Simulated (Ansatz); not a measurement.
**How an unstable Ga2P structure lowers its energy**

All numbers below come from DFT PBE, scalar-relativistic, plane waves, PAW (Ansatz 0.2.0). Settings: cutoff 420 eV, Γ-centred meshes no coarser than 0.19 Å⁻¹ for metals and 0.3 Å⁻¹ for insulators (2π included), Gaussian smearing.

The start was the Cu2Sb type (P4/nmm, No. 129), relaxed within its symmetry. A cell of 6 atoms (1 times the primitive one) was then disturbed at random, relaxed without symmetry and relaxed once more on a fine mesh. The k mesh leaves about 4 meV/atom of noise in metals.

Before:

```cif
data_structure
_symmetry_space_group_name_H-M 'P4/nmm:1'
_symmetry_Int_Tables_number 129
_cell_length_a 3.7153
_cell_length_b 3.7153
_cell_length_c 7.8686
_cell_angle_alpha 90.000
_cell_angle_beta 90.000
_cell_angle_gamma 90.000
_cell_volume 108.61
loop_
_atom_site_label
_atom_site_type_symbol
_atom_site_symmetry_multiplicity
_atom_site_Wyckoff_symbol
_atom_site_fract_x
_atom_site_fract_y
_atom_site_fract_z
_atom_site_occupancy
Ga1 Ga 2 a 0.00000 0.00000 0.00000 1
Ga2 Ga 2 c 0.00000 0.50000 0.36253 1
P1 P 2 c 0.00000 0.50000 0.68278 1
```

After:

```cif
data_structure
_symmetry_space_group_name_H-M 'P4/nmm:1'
_symmetry_Int_Tables_number 129
_cell_length_a 3.6534
_cell_length_b 3.6534
_cell_length_c 8.3216
_cell_angle_alpha 90.000
_cell_angle_beta 90.000
_cell_angle_gamma 90.000
_cell_volume 111.07
loop_
_atom_site_label
_atom_site_type_symbol
_atom_site_symmetry_multiplicity
_atom_site_Wyckoff_symbol
_atom_site_fract_x
_atom_site_fract_y
_atom_site_fract_z
_atom_site_occupancy
Ga1 Ga 2 c 0.00000 0.50000 0.95702 1
Ga2 Ga 2 c 0.00000 0.50000 0.35367 1
P1 P 2 c 0.00000 0.50000 0.66780 1
```

Task: Is this a distortion of the same structure or a reconstruction, and what lowers the energy?

Result: A reconstruction, from P4/nmm (No. 129) to P4/nmm (No. 129). Each Ga has on average 3 Ga contacts in place of 2, longer on average (2.63 → 2.89 Å); each Ga has on average 3 P contacts in place of 4.5, shorter on average (2.84 → 2.56 Å).

Task: What does it gain?

Result: 113 meV/atom, with the volume going from 18.10 to 18.51 Å³/atom. Against the elements the energy goes from 0.05 to -0.07 eV/atom.

Cost: 4 runs of about 25 core-minutes in all, on Arm Neoverse N1 (shared hosts).